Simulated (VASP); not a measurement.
Wanted: the native input for a VASP 6.6.1 run.

| Item | Value |
| --- | --- |
| Task | relaxation of cell and atoms |
| Functional | PBE |
| Potentials or basis | VASP PAW PBE potentials, release 64 (Mo_sv, P) |
| Cutoff | 520 eV |
| k mesh | 3 × 3 × 4 |
| Occupations | gaussian, width 0.1 eV |
| Spin | no spin polarisation |
| Further INCAR settings | ALGO = Normal; EDIFF = 1e-07; IBRION = 2; EDIFFG = -0.002; NSW = 80; ISIF = 3 |

The structure of MoP lies in POSCAR:

```
MoP
1.0
    3.2230000000      0.0000000000      0.0000000000
   -1.6115000000      2.7911998800      0.0000000000
    0.0000000000      0.0000000000      3.1910000000
Mo P
1 1
Direct
    0.0000000000      0.0000000000      0.0000000000
    0.3333333300      0.6666666700      0.5000000000
```

These files were run (other wordings do the same):

INCAR

```
SYSTEM = MoP
PREC     = Accurate       ! precision mode
ENCUT    = 520            ! plane-wave cutoff, eV
EDIFF    = 1E-7           ! SCF threshold, eV
ISMEAR   = 0              ! smearing method
SIGMA    = 0.1            ! smearing width, eV
LREAL    = .False.        ! projectors in reciprocal space
LASPH    = .True.         ! aspherical terms in the spheres
NELM     = 60             ! most SCF steps
ALGO     = Normal         ! electronic algorithm
ISIF     = 3              ! what is computed and relaxed
LWAVE    = .False.        ! write WAVECAR
LCHARG   = .False.        ! write CHGCAR
GGA      = PE             ! functional
IBRION   = 2              ! ionic algorithm
NSW      = 80             ! ionic steps
EDIFFG   = -0.002         ! ionic threshold
```

KPOINTS

```
Automatic mesh
0
Gamma
  3 3 4
  0 0 0
```

Potentials or basis: VASP PAW PBE potentials, release 64 (Mo_sv, P).

The run is started by

```console
$ cat potpaw_PBE.64/Mo_sv/POTCAR potpaw_PBE.64/P/POTCAR > POTCAR
$ mpirun -np 1 vasp_std > vasp.out
```

It gave:

```json
{
  "Relaxed volume": "14.78 Å³/atom",
  "Relaxed cell": "a = 3.251 Å, b = 3.251 Å, c = 3.230 Å, α = 90.00°, β = 90.00°, γ = 120.00°",
  "Space group after relaxing (to 0.05 Å)": "P-6m2 (No. 187)",
  "Energy gained by relaxing": "9.4 meV/atom",
  "Ionic steps": "9",
  "Pressure after relaxing": "0.0 GPa",
  "Band gap on the k mesh": "none (metal or under the smearing width)"
}
```

Caveat: the k mesh is coarse (spacing up to 0.75 Å⁻¹), so the values aren't converged.

Run time: 12 s on 1 thread of Intel(R) Xeon(R) 6975P-C (Granite Rapids) (shared host), peak memory 0.14 GiB.
